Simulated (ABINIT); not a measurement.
A run of ABINIT 10.8.3 (patched build):

File run.abi:

```
# Pseudopotentials
pp_dirpath "./"
pseudos "Hf.upf, C.upf"

# Structure
acell 3*1.0 Angstrom
rprim
     0.0000000000     2.2811908400     2.2811908400
     2.2811908400     0.0000000000     2.2811908400
     2.2811908400     2.2811908400     0.0000000000
ntypat 2
znucl 72 6
natom 2
typat 1 2
xred
     0.5000000000     0.5000000000     0.5000000000
     0.0000000000     0.0000000000     0.0000000000
chkprim 0
chksymtnons 0
tolsym 1.0e-6

# Plane-wave basis
ecut 41.0

# k points
kptopt 1
ngkpt 8 8 8
nshiftk 1
shiftk 0.0 0.0 0.0

# Exchange and correlation
ixc 7

# Bands and occupations
nband 12
occopt 3
tsmear 0.00183747

# SCF cycle
nstep 100
tolvrs 1.0e-10

# Output
iomode 3
prtwf 0
prteig 0
prtebands 0
prtden 1
prtvha 1
prtvclmb 1
prtpot 1
prtelf 1
```

Potentials or basis: PseudoDojo NC SR LDA v0.4.1 standard.

Command:

```sh
$ abinit run.abi > log 2>&1
```

Hardware: 1 thread of Arm Neoverse V2, on a shared host.

Q: Estimate the wall time of this run.

A: Run time: 19 s on 1 thread of Arm Neoverse V2, with other jobs on the host, peak memory 0.07 GiB. Counts: scf iterations 10, mpi ranks 1, k points 29, bands 12, plane waves 2033.
